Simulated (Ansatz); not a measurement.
RbCl: a run of Ansatz with trial settings.

```yaml
crystal:
  lattice:
    - [0.0, 3.308707329, 3.308707329]
    - [3.308707329, 0.0, 3.308707329]
    - [3.308707329, 3.308707329, 0.0]
  atoms:
    - { symbol: Rb, position: [0.0, 0.0, 0.0] }
    - { symbol: Cl, position: [0.5, 0.5, 0.5] }
basis:
  ecutwfc: 590
kpoints:
  mp_grid: { grid: [1, 3, 2] }
hamiltonian:
  xc: pbe
scf:
  occupations: { method: gaussian, width: 0.1 }
output:
  forces: true
  stress: true
  eigenvalues: true
```

Command:

```bash
ansatz run input.yaml --threads 1 --pin off --max-ram 1331MiB --backend cpu --events-out ev --progress --plain --runs-dir out
```

From the log (HF is the Harris–Foulkes energy, dr2 the density residual in eV):

```text
Warning: crystal.symmetry: narrowed to the stabiliser of the k-point mesh — unitary ops 48 → 4; excluded 44 operations that carry a point of the 1×3×2 mesh (shift [0, 0, 0]) off the mesh (the run samples exactly the mesh kpoints.mp_grid names, as under crystal.symmetry.detect: false, and its converged state has the mesh's symmetry, not the crystal's …
Pseudopotential: Rb, paw, valence charge 9, recommended cutoff 420 eV (normal)
Pseudopotential: Cl, paw, valence charge 7, recommended cutoff 420 eV (normal)
Crystal: 2 atoms, lattice volume = 72.444 Å³
Basis set: ecut = 590 eV, 2397 PW (Γ), exchange–correlation on 80×80×80 points (8 copies of the dense FFT grid, shifted against one another)
Bands: 12, of which v1, the nominal top of the filled ones, is band 8 counted from 1 (7 counted from 0)
Symmetry: 4 space group operations
k-points: 4 of 6
Initial density: superposition of atomic densities, corrected by the library's trained network
SCF iter   1: HF=-4350.531680 eV  Δρ=3.59e-3  dr2=9.94e-3
SCF iter   2: HF=-4350.533507 eV  Δρ=1.62e-3  dr2=1.63e-3
SCF iter   3: HF=-4350.533924 eV  Δρ=4.62e-4  dr2=2.05e-4
SCF iter   4: HF=-4350.533871 eV  Δρ=5.46e-5  dr2=1.62e-6
SCF iter   5: HF=-4350.533867 eV  Δρ=8.05e-6  dr2=3.07e-8
SCF iter   6: F=-4350.533867 eV  HF=-4350.533867 eV  Δρ=9.99e-7  dr2=4.04e-10
SCF 1 converged in 6 iterations: F = -4350.533867 eV  dr2 = 4.04e-10
SCF converged after 6 iterations
Free energy (F): -4350.533867 eV
E sigma→0 (E₀):  -4350.533867 eV
Fermi energy:    3.436224 eV
--- Forces (eV/Å), atoms counted from 1 ---
  atom   1  Rb     0.00000000     0.00000000     0.00000000
  atom   2  Cl     0.00000000     0.00000000     0.00000000
--- Stress (GPa, compression-positive) ---
        0.686111       0.058806      -0.058806
        0.058806       1.504543       3.289306
       -0.058806       3.289306       1.504543
  P = ⅓ Tr σ = 1.2317 GPa (12.317 kbar)
```

These settings were drawn at random to show what each does; none of the numbers is a converged property of the crystal.